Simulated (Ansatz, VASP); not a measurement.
**HfB4 in VASP and in Ansatz**

```
Hf B
1.0
     3.98835    0.00000    0.00000
    -1.99418    3.45402    0.00000
     0.00000    0.00000    6.28994
Hf B
1 4
Direct
  0.00000 0.00000 0.00000
  0.00000 0.00000 0.36995
  0.00000 0.00000 0.63005
  0.33333 0.66667 0.00000
  0.66667 0.33333 0.00000
```

Alike in both runs: functional PBE; k mesh 12 × 12 × 6; occupations gaussian, width 0.1 eV; no spin polarisation.

Ansatz relaxed the structure, and its values are those at the end. VASP's run is a single point on that final structure, the one shown.

|  | VASP | Ansatz |
| --- | --- | --- |
| version | VASP 6.6.1 | Ansatz 0.2.0 |
| potentials or method | VASP PAW PBE potentials, release 64 (Hf_pv, B) | scalar-relativistic, plane waves, PAW |
| plane-wave cutoff (eV) | 520 | 420 |
| valence electrons in the cell | 22 | 38 |

```csv
,VASP,Ansatz,Ansatz less VASP
gap on the k mesh at the Fermi level (eV),none,none,-
pressure (GPa),0.4,0.0,-0.44
rms of the force components (eV/Å),0.011,0.000,-0.0107
```

A gap of «none» marks a metal or a gap that the smearing closes. With one functional, cell and mesh, what is left measures potentials, basis and numerics. The two sets of potentials don't hold the same shells in valence.

Spin-orbit coupling is left out, which matters for the levels of Hf.
